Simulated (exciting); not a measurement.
# Cu (I4/mmm) in exciting: further runs

One crystal, Cu, is run at these levels: PBE; tasks: single point.

All numbers are computed with exciting (release sodium); they aren't measurements. Logs are shortened: lines on timing, memory, paths and dates and some standing lists are left out, and cuts for length are marked.

**1. Starting point**

It takes space group I4/mmm (No. 139, tetragonal). The conventional cell has a = 2.886 Å, b = 2.886 Å, c = 2.752 Å, α = 90.00°, β = 90.00°, γ = 90.00°. Around Cu (site symmetry 4/mmm) lie 10 Cu at 2.46 to 2.75 Å.

This isn't the form of Cu at room conditions, which is fcc.

**2. Single point, PBE**

The input, input.xml:

```xml
<input>
  <title>Cu</title>
  <structure speciespath="./" tshift="false">
    <crystal scale="1">
      <basevect>-2.726484229240 2.726484229240 2.600417065678</basevect>
      <basevect>2.726484229240 -2.726484229240 2.600417065678</basevect>
      <basevect>2.726484229240 2.726484229240 -2.600417065678</basevect>
    </crystal>
    <species speciesfile="Cu.xml" rmt="2">
      <atom coord="0.000000000000 0.000000000000 0.000000000000"/>
    </species>
  </structure>
  <groundstate do="fromscratch" ngridk="13 13 13" rgkmax="9" gmaxvr="14" lmaxapw="10" lmaxmat="10" lmaxvr="8" xctype="GGA_PBE" stype="Gaussian" swidth="0.00367493" nempty="12" ValenceRelativity="iora*" epsengy="1e-05" epspot="1e-05" maxscl="60" tforce="true" outputlevel="normal"/>
  <properties>
    <chargedensityplot>
      <plot3d>
        <box grid="13 13 13">
          <origin coord="0 0 0"/>
          <point coord="1 0 0"/>
          <point coord="0 1 0"/>
          <point coord="0 0 1"/>
        </box>
      </plot3d>
    </chargedensityplot>
    <elfplot>
      <plot3d>
        <box grid="13 13 13">
          <origin coord="0 0 0"/>
          <point coord="1 0 0"/>
          <point coord="0 1 0"/>
          <point coord="0 0 1"/>
        </box>
      </plot3d>
    </elfplot>
    <exccplot>
      <plot3d>
        <box grid="13 13 13">
          <origin coord="0 0 0"/>
          <point coord="1 0 0"/>
          <point coord="0 1 0"/>
          <point coord="0 0 1"/>
        </box>
      </plot3d>
    </exccplot>
  </properties>
</input>
```

Potentials or basis: all-electron LAPW+lo, shipped species files, valence relativity iora*.

Run with:

```bash
OMP_NUM_THREADS=1 exciting_smp
```

INFO.OUT:

```text
================================================================================
EXCITING SODIUM started
All units are atomic (Hartree, Bohr, etc.)
================================================================================

********************************************************************************
* Ground-state run starting from atomic densities                              *
********************************************************************************

++++++++++++++++++++++++++++++++++++++++++++++++++++++++++++++++++++++++++++++++
+ Starting initialization                                                      +
++++++++++++++++++++++++++++++++++++++++++++++++++++++++++++++++++++++++++++++++

 Lattice vectors (cartesian) :
     -2.7264842292      2.7264842292      2.6004170657
      2.7264842292     -2.7264842292      2.6004170657
      2.7264842292      2.7264842292     -2.6004170657

 Reciprocal lattice vectors (cartesian) :
      0.0000000000      1.1522504403      1.2081110738
      1.1522504403      0.0000000000      1.2081110738
      1.1522504403      1.1522504403      0.0000000000

 Unit cell volume                           :      77.3230504155
 Brillouin zone volume                      :       3.2079724236

 Species :    1 (Cu)
     parameters loaded from                 :    Cu.xml
     name                                   :    copper
     nuclear charge                         :     -29.00000000
     electronic charge                      :      29.00000000
     atomic mass                            :  115837.27170000
     muffin-tin radius                      :       2.00000000
     # of radial points in muffin-tin       :     350

     atomic positions (lattice) :
       1 :   0.00000000  0.00000000  0.00000000

 Total number of atoms per unit cell        :       1

 Spin treatment                             :    spin-unpolarised

 Number of Bravais lattice symmetries       :      16
 Number of crystal symmetries               :      16

 k-point grid                               :      13   13   13
 Total number of k-points                   :     196
 k-point set is reduced with crystal symmetries

 R^MT_min * |G+k|_max (rgkmax)              :       9.00000000
 Species with R^MT_min                      :       1 (Cu)
 Maximum |G+k| for APW functions            :       4.50000000
 Maximum |G| for potential and density      :      14.00000000

 G-vector grid sizes                        :      24    24    24
 Total number of G-vectors                  :    3611

 Maximum angular momentum used for
     APW functions                          :      10
     computing H and O matrix elements      :      10
     potential and density                  :       8
     inner part of muffin-tin               :       2

 Total nuclear charge                       :     -29.00000000
 Total electronic charge                    :      29.00000000
 Total core charge                          :      12.00000000
 Total valence charge                       :      17.00000000

 Number of empty states                     :      12
 Total number of valence states             :      21

 Maximum Hamiltonian size                   :     147
 Maximum number of plane-waves              :     135
 Total number of local-orbitals             :      12

 Exchange-correlation type                  :      20
     Perdew-Burke-Ernzerhof, Phys. Rev. Lett. 77, 3865 (1996)
     Generalised gradient approximation (GGA)

 Smearing scheme                            :    Gaussian
 Smearing width                             :       0.00367493

 Using multisecant Broyden potential mixing

++++++++++++++++++++++++++++++++++++++++++++++++++++++++++++++++++++++++++++++++
+ Ending initialization                                                        +
++++++++++++++++++++++++++++++++++++++++++++++++++++++++++++++++++++++++++++++++

********************************************************************************
* Groundstate module started                                                   *
********************************************************************************
 Output level for this task is set to normal

++++++++++++++++++++++++++++++++++++++++++++++++++++++++++++++++++++++++++++++++
+ Self-consistent loop started                                                 +
++++++++++++++++++++++++++++++++++++++++++++++++++++++++++++++++++++++++++++++++
 Density and potential initialised from atomic data

++++++++++++++++++++++++++++++++++++++++++++++++++++++++++++++++++++++++++++++++
+ SCF iteration number :    1                                                  +
++++++++++++++++++++++++++++++++++++++++++++++++++++++++++++++++++++++++++++++++
 Total energy                               :     -1642.20539629
 _______________________________________________________________
 Fermi energy                               :         0.37250451
 Kinetic energy                             :      1689.29693523
 Coulomb energy                             :     -3264.47393335
 Exchange energy                            :       -65.62821247
 Correlation energy                         :        -1.40018568

 DOS at Fermi energy (states/Ha/cell)       :        15.56770326

 Electron charges :
     core                                   :        12.00000000
     core leakage                           :         0.00156581
     valence                                :        17.00000000
     interstitial                           :         1.90758206
     charge in muffin-tin spheres :
                  atom     1    Cu          :        27.09241794
     total charge in muffin-tins            :        27.09241794
     total charge                           :        29.00000000

++++++++++++++++++++++++++++++++++++++++++++++++++++++++++++++++++++++++++++++++
+ SCF iteration number :    2                                                  +
++++++++++++++++++++++++++++++++++++++++++++++++++++++++++++++++++++++++++++++++
 Total energy                               :     -1657.50870825
 _______________________________________________________________
 Fermi energy                               :         0.31711567
 Kinetic energy                             :      1682.94954959
 Coulomb energy                             :     -3272.68696914
 Exchange energy                            :       -66.36874841
 Correlation energy                         :        -1.40254030

 DOS at Fermi energy (states/Ha/cell)       :         9.47535974

 Electron charges :
     core                                   :        12.00000000
     core leakage                           :         0.00142912
     valence                                :        17.00000000
     interstitial                           :         1.58608218
     charge in muffin-tin spheres :
                  atom     1    Cu          :        27.41391782
     total charge in muffin-tins            :        27.41391782
     total charge                           :        29.00000000
[... 253 lines left out ...]
 RMS change in effective potential (target) :  0.469520E-08  ( 0.100000E-04)
 Absolute change in total energy   (target) :  0.735046E-05  ( 0.100000E-04)
 Charge distance                   (target) :  0.154936E-07  ( 0.100000E-04)
 Abs. change in max-nonIBS-force   (target) :   0.00000      ( 0.500000E-04)

++++++++++++++++++++++++++++++++++++++++++++++++++++++++++++++++++++++++++++++++
+ SCF iteration number :   12                                                  +
++++++++++++++++++++++++++++++++++++++++++++++++++++++++++++++++++++++++++++++++
 Total energy                               :     -1655.03043936
 _______________________________________________________________
 Fermi energy                               :         0.31015293
 Kinetic energy                             :      1683.37524122
 Coulomb energy                             :     -3270.75955986
 Exchange energy                            :       -66.24409195
 Correlation energy                         :        -1.40202877

 DOS at Fermi energy (states/Ha/cell)       :         9.18434329

 Electron charges :
     core                                   :        12.00000000
     core leakage                           :         0.00144054
     valence                                :        17.00000000
     interstitial                           :         1.61966149
     charge in muffin-tin spheres :
                  atom     1    Cu          :        27.38033851
     total charge in muffin-tins            :        27.38033851
     total charge                           :        29.00000000

 RMS change in effective potential (target) :  0.444573E-09  ( 0.100000E-04)
 Absolute change in total energy   (target) :  0.135724E-06  ( 0.100000E-04)
 Charge distance                   (target) :  0.545299E-09  ( 0.100000E-04)
 Abs. change in max-nonIBS-force   (target) :   0.00000      ( 0.500000E-04)

++++++++++++++++++++++++++++++++++++++++++++++++++++++++++++++++++++++++++++++++
| Convergency criteria checked for the last 2 iterations                       +
| Convergence targets achieved. Performing final SCF iteration                 +
++++++++++++++++++++++++++++++++++++++++++++++++++++++++++++++++++++++++++++++++
 Total energy                               :     -1655.03043936
 _______________________________________________________________
 Fermi energy                               :         0.31015293
 Kinetic energy                             :      1683.37524122
 Coulomb energy                             :     -3270.75955985
 Exchange energy                            :       -66.24409195
 Correlation energy                         :        -1.40202877

 DOS at Fermi energy (states/Ha/cell)       :         9.18434329

 Electron charges :
     core                                   :        12.00000000
     core leakage                           :         0.00144054
     valence                                :        17.00000000
     interstitial                           :         1.61966149
     charge in muffin-tin spheres :
                  atom     1    Cu          :        27.38033851
     total charge in muffin-tins            :        27.38033851
     total charge                           :        29.00000000

++++++++++++++++++++++++++++++++++++++++++++++++++++++++++++++++++++++++++++++++
+ Self-consistent loop stopped                                                 +
++++++++++++++++++++++++++++++++++++++++++++++++++++++++++++++++++++++++++++++++
 STATE.OUT is written

--------------------------------------------------------------------------------
- Writing atomic positions and forces                                          -
--------------------------------------------------------------------------------

 Atomic positions (lattice) :
 atom     1  Cu  :     0.00000000    0.00000000    0.00000000

 Total atomic forces including IBS (cartesian) :
 atom     1  Cu  :     0.00000000    0.00000000    0.00000000

 Atomic force components including IBS (cartesian) :
 atom     1  Cu  :     0.00000000    0.00000000    0.00000000   HF force
                 :     0.00000000    0.00000000    0.00000000   core correction
                 :     0.00000000    0.00000000    0.00000000   IBS correction

********************************************************************************
* Groundstate module stopped                                                   *
********************************************************************************

--------------------------------------------------------------------------------
- CAUTION! Warnings have been written in file WARNING.OUT !                    -
--------------------------------------------------------------------------------
================================================================================
| EXCITING SODIUM stopped                                                      =
================================================================================
```

It took 74 s on 1 thread of Arm Neoverse V1, shared host; peak memory 0.09 GiB.

Results:

- Free energy: -45035.6742 eV
- Band gap on the k mesh: none (metal or under the smearing width)
- All electrons inside the program's atomic spheres: Cu 27.38 (radii Cu 2.0 bohr)
- Density of states at the Fermi level: 0.34 states/eV per cell

Levels at points of the mesh, in eV from the Fermi level:
```
           k point  band 6  band 7  band 8  band 9  band 10  band 11  band 12  band 13
(0.00, 0.00, 0.00)   -3.05   -3.05   -2.17   -1.96    24.95    24.95    26.20    28.94
```

Caveat: the log's total energy holds no entropy term; the free energy is that total less TS from the occupations.

**3. Single point, PBE**

input.xml: that of step 2 with these lines changed.

```diff
@@ -12,3 +12,3 @@
   </structure>
-  <groundstate do="fromscratch" ngridk="13 13 13" rgkmax="9" gmaxvr="14" lmaxapw="10" lmaxmat="10" lmaxvr="8" xctype="GGA_PBE" stype="Gaussian" swidth="0.00367493" nempty="12" ValenceRelativity="iora*" epsengy="1e-05" epspot="1e-05" maxscl="60" tforce="true" outputlevel="normal"/>
+  <groundstate do="fromscratch" ngridk="13 13 13" rgkmax="9" gmaxvr="14" lmaxapw="10" lmaxmat="10" lmaxvr="8" xctype="GGA_PBE" stype="Gaussian" swidth="0.00073499" nempty="12" ValenceRelativity="iora*" epsengy="1e-05" epspot="1e-05" maxscl="60" tforce="true" outputlevel="high"/>
   <properties>
```

Potentials or basis: all-electron LAPW+lo, shipped species files, valence relativity iora*.

Run with:

```bash
OMP_NUM_THREADS=1 exciting_smp
```

Run time: 81 s. Hardware: 1 thread of Arm Neoverse V1, shared host; peak memory 0.09 GiB.

The run converged. Its results:

```yaml
Free_energy: -45035.6733 eV
Band_gap_on_the_k_mesh: none (metal or under the smearing width)
All_electrons_inside_the_program's_atomic_spheres: Cu 27.38 (radii Cu 2.0 bohr)
```

Levels at points of the mesh, in eV from the Fermi level:
```csv
k point,band 7,band 8,band 9,band 10,band 11,band 12
"(0.00, 0.00, 0.00)",-3.04,-2.16,-1.95,24.96,24.96,26.21
```
